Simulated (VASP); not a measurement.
Wanted: the native input for a VASP 6.6.1 run.

```yaml
Task: relaxation of cell and atoms
Functional: RPBE
Potentials_or_basis: VASP PAW PBE potentials, release 64 (K_sv, Br)
Cutoff: 600 eV
k_mesh: 8 × 8 × 8
Occupations: gaussian, width 0.03 eV
Spin: no spin polarisation
Further_INCAR_settings: ALGO = Normal; EDIFF = 1e-07; IBRION = 2; EDIFFG = -0.005; NSW = 90; ISIF = 3
```

The structure of KBr lies in POSCAR:

```
KBr                                     
1.0
    0.0000000000      3.4627838832      3.4627838832
    3.4627838832      0.0000000000      3.4627838832
    3.4627838832      3.4627838832      0.0000000000
  K               Br            
     1     1
Direct
     0.0000000000000000    0.0000000000000000    0.0000000000000000
     0.5000000000000000    0.5000000000000000    0.5000000000000000
```

These files were run (other wordings do the same):

INCAR

```
SYSTEM = KBr
PREC = Accurate ; ENCUT = 600
EDIFF = 1E-7 ; ISMEAR = 0
SIGMA = 0.03 ; LREAL = .False.
LASPH = .True. ; NELM = 80
ALGO = Normal ; ISIF = 3
LWAVE = .False. ; LCHARG = .False.
GGA = RP ; IBRION = 2
NSW = 90 ; EDIFFG = -0.005
```

KPOINTS

```
regular mesh
0
Gamma
  8 8 8
  0 0 0
```

Potentials or basis: VASP PAW PBE potentials, release 64 (K_sv, Br).

Run with:

```console
$ cat potpaw_PBE.64/K_sv/POTCAR potpaw_PBE.64/Br/POTCAR > POTCAR
$ mpirun -np 1 vasp_std > vasp.out
```

It gave:

The pressure after relaxing is 0.0 GPa. The band gap on the k mesh is 4.39 eV, direct.

Caveat: the relaxation stopped at its first step, so nothing moved; the PAW data sets were made with another functional, which shifts forces and pressure a little.

Wall time 24 s on 1 thread of Intel(R) Xeon(R) Platinum 8488C (Sapphire Rapids), with other jobs on the host, peak memory 0.25 GiB.
